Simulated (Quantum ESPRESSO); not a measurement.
## Eu: changing the strain (εxx = s, εyy = s)

```
Eu
1.0
    -2.30300    2.30300    2.30300
     2.30300   -2.30300    2.30300
     2.30300    2.30300   -2.30300
Eu
1
Direct
  0.00000 0.00000 0.00000
```

Kept alike: task single point; functional PBE; k mesh 8 × 8 × 8; occupations fermi-dirac, width 0.05 eV; collinear spin, ferromagnetic start. Program: Quantum ESPRESSO, SSSP 1.3 efficiency PBE, cutoff 748 eV. The mesh is that of the run's cell of 1 atom. No spin-orbit coupling.

| run | largest site moment (μB) | free energy over the lowest row (meV/atom) |
| --- | --- | --- |
| A | 7.09 | 25.04 |
| B | 7.08 | 11.97 |
| C | 7.07 | 0.00 |

The cell shown is the unstrained one; x, y and z are its Cartesian axes; atoms keep their fractions. For a metal such a mesh leaves the last digits unconverged. The runs hold the magnetic state that their start led to, which needn't be the lowest. Site moments count inside each atom's sphere or projector.

Q: The runs differ in the strain (εxx = s, εyy = s) alone: -0.01; 0; 0.01. Which run is which?

A: Run A is 0.01; run B is 0; run C is -0.01. The largest site moment rises from 7.07 to 7.09 μB between -0.01 and 0.01. The free energy rises from 0.00 to 25.04 meV/atom between -0.01 and 0.01.
